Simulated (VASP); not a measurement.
A run of VASP 6.6.1 is set up as follows.

Contents of POSCAR:

```
Si
1.0
    0.0000000000      2.7200000000      2.7200000000
    2.7200000000      0.0000000000      2.7200000000
    2.7200000000      2.7200000000      0.0000000000
Si
2
Direct
    0.0000000000      0.0000000000      0.0000000000
    0.2500000000      0.2500000000      0.2500000000
```

INCAR.step1

```
SYSTEM = Si
PREC = Accurate
ENCUT = 600
ISMEAR = 0
SIGMA = 0.02
LREAL = .False.
LASPH = .True.
NELM = 100
GGA = PE
ALGO = Normal
EDIFF = 1E-4
LWAVE = .True.
LCHARG = .False.
```

INCAR.step2

```
SYSTEM = Si
PREC = Accurate
ENCUT = 600
EDIFF = 1E-7
ISMEAR = 0
SIGMA = 0.02
LREAL = .False.
LASPH = .True.
NELM = 100
ALGO = Normal
ISIF = 3
LWAVE = .False.
LCHARG = .False.
METAGGA = R2SCAN
LMIXTAU = .True.
LUSE_VDW = .True.
IVDW_NL = 2
BPARAM = 11.95
CPARAM = 0.0093
IBRION = 2
NSW = 100
EDIFFG = -0.002
ISTART = 1
```

KPOINTS

```
Automatic mesh
0
Gamma
  10 10 10
  0 0 0
```

Potentials or basis: VASP PAW PBE potentials, release 64 (Si).

The run is started by

```console
$ cat potpaw_PBE.64/Si/POTCAR > POTCAR
$ cp INCAR.step1 INCAR
$ mpirun -np 1 vasp_std > vasp.out
$ cp INCAR.step2 INCAR
$ mpirun -np 1 vasp_std > vasp.out
```

(1) Estimate the relaxed volume.

(2) Predict the relaxed cell.

(3) What does it give for the space group after relaxing (to 0.05 Å)?

## Answers

(1) 20.03 Å³/atom.

(2) a = 3.841 Å, b = 3.841 Å, c = 3.841 Å, α = 60.00°, β = 60.00°, γ = 60.00°.

(3) Fd-3m (No. 227).

Caveat: the PAW data sets were made with another functional, which shifts forces and pressure a little.
